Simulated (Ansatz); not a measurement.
A relaxation computed with Ansatz, from input to last step.

```yaml
crystal:
  lattice:
    - [6.3109679939, 0.0, 0.0]
    - [0.0, 6.3109679939, 0.0]
    - [0.0, 0.0, 5.2895662689]
  atoms:
    - { symbol: Co, position: [0.0, 0.0, 0.25] }
    - { symbol: Co, position: [0.0, 0.0, 0.75] }
    - { symbol: Co, position: [0.5, 0.5, 0.75] }
    - { symbol: Co, position: [0.5, 0.5, 0.25] }
    - { symbol: Sn, position: [0.1663276326, 0.6663276326, 0.0] }
    - { symbol: Sn, position: [0.3336723674, 0.1663276326, 0.0] }
    - { symbol: Sn, position: [0.3336723674, 0.8336723674, 0.5] }
    - { symbol: Sn, position: [0.1663276326, 0.3336723674, 0.5] }
    - { symbol: Sn, position: [0.6663276326, 0.1663276326, 0.5] }
    - { symbol: Sn, position: [0.8336723674, 0.6663276326, 0.5] }
    - { symbol: Sn, position: [0.8336723674, 0.3336723674, 0.0] }
    - { symbol: Sn, position: [0.6663276326, 0.8336723674, 0.0] }
basis:
  ecutwfc: 420
kpoints:
  mp_grid: { grid: [6, 6, 8] }
hamiltonian:
  xc: pbesol
scf:
  occupations: { method: gaussian, width: 0.1 }
output:
  forces: true
  stress: true
  eigenvalues: true
relax:
  adjacent_minimum: "off"
  f_tol: 0.008
  max_steps: 40
  cell: { stress_tol: 0.015, fix: [c, angles] }
```

```bash
ansatz run input.yaml --threads 1 --pin off --max-ram 2560MiB --backend cpu --events-out ev --progress --plain --runs-dir out
```

The calculation used DFT PBEsol, scalar-relativistic, plane waves, PAW in Ansatz.

Of 6 frames 5 are shown, positions in Å and forces in eV/Å; the SCF threshold varies from step to step. Steps run on the plane waves of an earlier cell, with a Pulay correction in the pressure. The basis is chosen afresh for the last frame, the zero of the energies, and at times for earlier ones too; energy and pressure step there, also at an unchanged geometry. The mark taken_back stands on steps that the optimiser undid.

```xyz
12
Lattice="6.3110 0.0000 0.0000 0.0000 6.3110 0.0000 0.0000 0.0000 5.2896" Properties=species:S:1:pos:R:3:forces:R:3 pbc="T T T" step=1 free_energy_over_end_meV_per_atom=0.16 pressure_GPa=1.28
Co    0.0000    0.0000    1.3224    0.0000    0.0000    0.0000
Co    0.0000    0.0000    3.9672    0.0000    0.0000    0.0000
Co    3.1555    3.1555    3.9672    0.0000    0.0000    0.0000
Co    3.1555    3.1555    1.3224    0.0000    0.0000    0.0000
Sn    1.0497    4.2052    0.0000   -0.0488   -0.0488    0.0000
Sn    2.1058    1.0497    0.0000    0.0488   -0.0488    0.0000
Sn    2.1058    5.2613    2.6448    0.0488    0.0488    0.0000
Sn    1.0497    2.1058    2.6448   -0.0488    0.0488    0.0000
Sn    4.2052    1.0497    2.6448   -0.0488   -0.0488    0.0000
Sn    5.2613    4.2052    2.6448    0.0488   -0.0488    0.0000
Sn    5.2613    2.1058    0.0000    0.0488    0.0488    0.0000
Sn    4.2052    5.2613    0.0000   -0.0488    0.0488    0.0000
12
Lattice="6.2889 0.0000 0.0000 0.0000 6.2889 0.0000 0.0000 0.0000 5.2896" Properties=species:S:1:pos:R:3:forces:R:3 pbc="T T T" step=2 free_energy_over_end_meV_per_atom=2.11 pressure_GPa=2.02 taken_back
Co    0.0000    0.0000    1.3224    0.0000    0.0000    0.0000
Co    0.0000    0.0000    3.9672    0.0000    0.0000    0.0000
Co    3.1444    3.1444    3.9672    0.0000    0.0000    0.0000
Co    3.1444    3.1444    1.3224    0.0000    0.0000    0.0000
Sn    1.0260    4.1704    0.0000    0.1868    0.1868    0.0000
Sn    2.1185    1.0260    0.0000   -0.1868    0.1868    0.0000
Sn    2.1185    5.2629    2.6448   -0.1868   -0.1868    0.0000
Sn    1.0260    2.1185    2.6448    0.1868   -0.1868    0.0000
Sn    4.1704    1.0260    2.6448    0.1868    0.1868    0.0000
Sn    5.2629    4.1704    2.6448   -0.1868    0.1868    0.0000
Sn    5.2629    2.1185    0.0000   -0.1868   -0.1868    0.0000
Sn    4.1704    5.2629    0.0000    0.1868   -0.1868    0.0000
12
Lattice="6.3080 0.0000 0.0000 0.0000 6.3080 0.0000 0.0000 0.0000 5.2896" Properties=species:S:1:pos:R:3:forces:R:3 pbc="T T T" step=3 free_energy_over_end_meV_per_atom=-0.01 pressure_GPa=1.36
Co    0.0000    0.0000    1.3224    0.0000    0.0000    0.0000
Co    0.0000    0.0000    3.9672    0.0000    0.0000    0.0000
Co    3.1540    3.1540    3.9672    0.0000    0.0000    0.0000
Co    3.1540    3.1540    1.3224    0.0000    0.0000    0.0000
Sn    1.0449    4.1989    0.0000   -0.0029   -0.0029    0.0000
Sn    2.1090    1.0449    0.0000    0.0029   -0.0029    0.0000
Sn    2.1090    5.2630    2.6448    0.0029    0.0029    0.0000
Sn    1.0449    2.1090    2.6448   -0.0029    0.0029    0.0000
Sn    4.1989    1.0449    2.6448   -0.0029   -0.0029    0.0000
Sn    5.2630    4.1989    2.6448    0.0029   -0.0029    0.0000
Sn    5.2630    2.1090    0.0000    0.0029    0.0029    0.0000
Sn    4.1989    5.2630    0.0000   -0.0029    0.0029    0.0000
12
Lattice="6.3068 0.0000 0.0000 0.0000 6.3068 0.0000 0.0000 0.0000 5.2896" Properties=species:S:1:pos:R:3:forces:R:3 pbc="T T T" step=4 free_energy_over_end_meV_per_atom=-0.02 pressure_GPa=1.40
Co    0.0000    0.0000    1.3224    0.0000    0.0000    0.0000
Co    0.0000    0.0000    3.9672    0.0000    0.0000    0.0000
Co    3.1534    3.1534    3.9672    0.0000    0.0000    0.0000
Co    3.1534    3.1534    1.3224    0.0000    0.0000    0.0000
Sn    1.0445    4.1979    0.0000   -0.0003   -0.0003    0.0000
Sn    2.1089    1.0445    0.0000    0.0003   -0.0003    0.0000
Sn    2.1089    5.2623    2.6448    0.0003    0.0003    0.0000
Sn    1.0445    2.1089    2.6448   -0.0003    0.0003    0.0000
Sn    4.1979    1.0445    2.6448   -0.0003   -0.0003    0.0000
Sn    5.2623    4.1979    2.6448    0.0003   -0.0003    0.0000
Sn    5.2623    2.1089    0.0000    0.0003    0.0003    0.0000
Sn    4.1979    5.2623    0.0000   -0.0003    0.0003    0.0000
12
Lattice="6.3072 0.0000 0.0000 0.0000 6.3072 0.0000 0.0000 0.0000 5.2896" Properties=species:S:1:pos:R:3:forces:R:3 pbc="T T T" step=6 free_energy_over_end_meV_per_atom=0.00 pressure_GPa=1.39
Co    0.0000    0.0000    1.3224    0.0000    0.0000    0.0000
Co    0.0000    0.0000    3.9672    0.0000    0.0000    0.0000
Co    3.1536    3.1536    3.9672    0.0000    0.0000    0.0000
Co    3.1536    3.1536    1.3224    0.0000    0.0000    0.0000
Sn    1.0446    4.1981    0.0000    0.0000    0.0000    0.0000
Sn    2.1090    1.0446    0.0000    0.0000    0.0000    0.0000
Sn    2.1090    5.2626    2.6448    0.0000    0.0000    0.0000
Sn    1.0446    2.1090    2.6448    0.0000    0.0000    0.0000
Sn    4.1981    1.0446    2.6448    0.0000    0.0000    0.0000
Sn    5.2626    4.1981    2.6448    0.0000    0.0000    0.0000
Sn    5.2626    2.1090    0.0000    0.0000    0.0000    0.0000
Sn    4.1981    5.2626    0.0000    0.0000    0.0000    0.0000
```

The run took 8.2 min on 1 thread of Arm Neoverse V1 (shared host), peak memory 1 GiB.

Spin polarisation was left out, and a magnetic state may lie lower.